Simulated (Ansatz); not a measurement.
Single sheet of Te₂Mo:

```xyz
3
Lattice="3.5039 0.0000 0.0000 -1.7519 3.0345 0.0000 0.0000 0.0000 33.2702" Properties=species:S:1:pos:R:3 pbc="T T F"
Te    0.0000    2.0230   14.8181
Mo    1.7519    1.0115   16.6351
Te    0.0000    2.0230   18.4521
```

Theory: DFT PBE+D3(BJ), scalar-relativistic, plane waves, PAW in Ansatz. Plane waves to 420 eV, a k mesh through Γ of 12×12×1 on the computed 6-atom cell and Gaussian smearing (0.02 eV); no spin polarisation. The sheet is isolated along c (Coulomb cut-off).

Two copies are stacked at this cell; shifts count in fractions of a and b, turns are about the origin, and heights relax. Binding counts from two free sheets, negative where bound; one atom of each layer keeps its place in the plane.

Question: Order the stackings from most to least strongly bound.
A. Upper layer turned by 180 degrees and shifted by (0, 0)
B. Upper layer shifted by (0, 0)
C. Upper layer turned by 180 degrees and shifted by (0.333, 0.667)
D. Upper layer turned by 180 degrees and shifted by (0.667, 0.333)
E. Upper layer shifted by (0.333, 0.667)
F. Upper layer shifted by (0.5, 0)
G. Upper layer shifted by (0.667, 0.333)
H. Upper layer turned by 180 degrees and shifted by (0.5, 0)

Answer: A (-36.8 meV/Å²), G (-35.1 meV/Å²), E (-35.1 meV/Å²), F (-31.8 meV/Å²), C (-31.0 meV/Å²), H (-25.9 meV/Å²), D (-22.4 meV/Å²), B (-21.8 meV/Å²).

An atom lies near a switch of its D3 coefficient C6 between reference coordination numbers, so the dispersion energy changes steeply there and can make or shift the minimum.